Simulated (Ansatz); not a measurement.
## BiTe: tetragonal deformation path

Method: DFT PBE, scalar-relativistic, plane waves, PAW (Ansatz 0.2.0). The runs took a 420 eV cutoff, a Γ-centred 18×18×18 mesh and Gaussian smearing (0.15 eV). Spin–orbit coupling is left out, which can shift energies with elements as heavy as these. No spin polarisation. Energies are free energies at this smearing, counted from the undisturbed cell; pressure is positive in compression.

The undisturbed cell (relaxed at this level; it needn't be the usual structure):

```yaml
crystal:
  lattice:
    - [0.00000, 3.25119, 3.25119]
    - [3.25119, 0.00000, 3.25119]
    - [3.25119, 3.25119, 0.00000]
  atoms:
    - { symbol: Bi, position: [0.00000, 0.00000, 0.00000] }
    - { symbol: Te, position: [0.50000, 0.50000, 0.50000] }
```

At fixed volume and fractional coordinates, lengths along (0.000, 0.000, 1.000) are scaled against those across it; ρ is that ratio over its starting value. The cell is metallic on the mesh throughout.

```
    ρ  ΔE (meV/atom)
0.707         1094.5
0.850          178.3
1.000            0.0
1.414          437.5
```

Cost: 4 runs of about 1.1 core-minutes in all, on Intel Xeon 6975P-C (Granite Rapids) (shared hosts).